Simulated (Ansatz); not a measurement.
Crystal: Sn.

```xyz
2
Lattice="-2.9401 2.9401 1.5993 2.9401 -2.9401 1.5993 2.9401 2.9401 -1.5993" Properties=species:S:1:pos:R:3 pbc="T T T"
Sn    0.0000    0.0000    0.0000
Sn    0.0000    2.9401    0.7997
```

Base run:

| Quantity | Value |
| --- | --- |
| Program | Ansatz 0.2.0 |
| Functional | PBEsol |
| Potentials or basis | all-electron LAPW, scalar-relativistic |
| Cutoff | 208 eV (chosen from the basis error) |
| Basis error allowed | 0.001 eV/atom |
| k mesh | 9 × 9 × 9 |
| Occupations | fermi-dirac, width 0.05 eV |
| Spin | no spin polarisation |

Its results: pressure -1.4 GPa.

Task: The run is repeated on the same cell with these changes: functional from PBEsol to PBE. What comes out?

Result: Pressure 1.4 GPa.

PBE binds less tightly than PBEsol, so the same cell stands under more pressure.
